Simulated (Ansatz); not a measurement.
System: zinc-blende AlSb. Method: PBE (PAW; Ansatz, an electronic-structure program).

A relaxed, unreconstructed slab of the (110) face has 16 atoms, two equal faces of 27.398 Å² each and an energy of -56176.8403 eV. A bulk cell of 4 atoms with the same orientation and in-plane k mesh has -14044.6706 eV. Energies are extrapolated to zero smearing.

Numerical settings: plane-wave cutoff 500 eV, 6×6×1 k mesh (along the axes of the cell as run), gaussian smearing 0.02 eV, scalar-relativistic PAW data made under PBE.

Worked out: γ = (E_slab − N E_bulk per atom)/2A = [-56176.8403 − 16 × (-14044.6706/4)]/(2 × 27.398) = 0.0336 eV/Å². With 16.022 J/m² per eV/Å² this is 0.54 J/m², or 0.92 eV per surface cell and face.
